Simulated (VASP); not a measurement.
Write the native input for VASP 6.6.1 that does the following.

```yaml
Task: single point
Functional: LDA
Potentials_or_basis: VASP PAW LDA potentials, release 64 (Te, Mo_sv)
Cutoff: 520 eV
k_mesh: 8 × 8 × 2
Occupations: fermi-dirac, width 0.1 eV
Spin: no spin polarisation
Dipole_correction: no
Further_INCAR_settings: ALGO = Fast; EDIFF = 1e-07; NBANDS = 20
```

The structure of Te2Mo lies in POSCAR:

```
Te2Mo
1.0
    3.6527476767      0.0000000000      0.0000000000
   -1.8263733254      3.1633720545      0.0000000000
    0.0000000000      0.0000000000     17.9794306009
Te Mo
2 1
Direct
    0.3333333333      0.6666666667      0.8978550000
    0.3333333333      0.6666666667      0.1021450000
    0.0000000000      0.0000000000      0.0000000000
```

One way to write it, as run:

INCAR

```
SYSTEM = Te2Mo
PREC = Accurate
ENCUT = 520
EDIFF = 1E-7
ISMEAR = -1
SIGMA = 0.1
LREAL = .False.
LASPH = .True.
NELM = 100
ALGO = Fast
ISIF = 2
LWAVE = .False.
LCHARG = .True.
GGA = CA
LELF = .True.
LVHAR = .True.
NBANDS = 20
```

KPOINTS

```
regular mesh
0
Gamma
  8 8 2
  0 0 0
```

Potentials or basis: VASP PAW LDA potentials, release 64 (Te, Mo_sv).

Launch:

```console
$ cat potpaw_LDA.64/Te/POTCAR potpaw_LDA.64/Mo_sv/POTCAR > POTCAR
$ mpirun -np 1 vasp_std > vasp.out
```

Results of the run:

```yaml
Largest_force: 1.307 eV/Å
Band_gap_on_the_k_mesh: 1.12 eV, direct
```

Caveat: spin-orbit coupling is left out, which moves the levels of the heavy elements.

It took 88 s on 1 thread of Intel(R) Xeon(R) Platinum 8488C (Sapphire Rapids), with other jobs on the host, peak memory 0.28 GiB.
